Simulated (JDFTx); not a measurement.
Runs of JDFTx 1.7.0 (patched build) on CaO. The structure is cubic, space group Fm-3m (No. 225). The conventional cell has a = 4.807 Å, b = 4.807 Å, c = 4.807 Å, α = 90.00°, β = 90.00°, γ = 90.00°. Ca (site symmetry m-3m) has 6 O at 2.40 Å as nearest neighbours. O (site symmetry m-3m) is surrounded by 6 Ca at 2.40 Å. The cell is a database's computed one.

| task | level | potentials or basis | cell | k mesh | cutoff (eV) | SCF threshold on the energy | further solve for the empty bands | mesh quality | gap on the mesh (eV) | V0 of scaled cells (Å³/atom) | B0 (GPa) |
| --- | --- | --- | --- | --- | --- | --- | --- | --- | --- | --- | --- |
| single point | r2SCANh | SG15-PBE-1.2 | as given | 3 × 3 × 3 | 816 | 1e-07 Ha | yes | coarse | (b) | - | - |
| relaxation of cell and atoms | PBE+D3(BJ) | PseudoDojo-SR-PBE-0.5-standard | relaxed | 10 × 10 × 10 | 1143 | 1e-09 Ha | no | not flagged | 3.66 | - | - |
| equation of state | RPBE | PseudoDojo-SR-PBE-0.5-standard | as given | 10 × 10 × 10 | 1143 | 1e-09 Ha | - | not flagged | - | 14.53 | (a) |
| equation of state | PBEsol | PseudoDojo-SR-PBEsol-0.4.1-standard | as given | 10 × 10 × 10 | 1143 | 1e-09 Ha | - | not flagged | - | 13.51 | 116 |

Alike in all rows: no spin polarisation; smearing fermi-dirac 0.05 eV.

**Question.** Estimate the missing entries.

**Answer.** (a) 95; (b) 5.65.

Caveats: some runs use coarse meshes; the potentials were made for another functional, which shifts forces and pressure (some runs); an odd mesh through Γ misses points on the zone boundary, where band edges often lie (some runs).
